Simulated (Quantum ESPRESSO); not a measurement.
# KCl: dielectric tensor with PBEsol

The system is KCl.

```xyz
2
Lattice="3.8392 0.0000 0.0000 0.0000 3.8392 0.0000 0.0000 0.0000 3.8392" Properties=species:S:1:pos:R:3 pbc="T T T"
K     0.0000    0.0000    0.0000
Cl    1.9196    1.9196    1.9196
```

Measurements of this composition are mostly on another form, of space group No. 225.

```yaml
Program: Quantum ESPRESSO 7.5
Task: dielectric tensor
Functional: PBEsol
Potentials_or_basis: PseudoDojo 0.4.1 SR PBEsol standard
Cutoff: 1007 eV
Density_cutoff: 4027 eV
k_mesh: 4 × 4 × 4, shifted
Occupations: fermi-dirac, width 0.05 eV
Spin: no spin polarisation
Mixing_beta: 0.5
Most_SCF_iterations: 120
SCF_threshold: 4e-10 Ry
```

The pressure is -1.5 GPa, the electronic dielectric tensor (diagonal) is 2.56 and the born charges (mean of the diagonal) is K +1.20; Cl -1.18 e.

Levels at points of the mesh, in eV from the valence-band top:
```tsv
k point	band 6	band 7	band 8	band 9	band 10	band 11
(0.12, 0.12, 0.12)	-0.32	-0.12	-0.12	5.90	7.35	7.35
```

Electronic dielectric tensor:
```
2.56 0.00 0.00
0.00 2.56 0.00
0.00 0.00 2.56
```

Born effective charge tensors (e):
atom 1, K
```
1.20 0.00 0.00
0.00 1.20 0.00
0.00 0.00 1.20
```
atom 2, Cl
```
-1.18  0.00  0.00
 0.00 -1.18  0.00
 0.00  0.00 -1.18
```

It took 63 s on 1 thread of Intel(R) Xeon(R) Processor @ 2.50GHz (Skylake/Cascade Lake), on a shared host, peak memory 0.07 GiB.
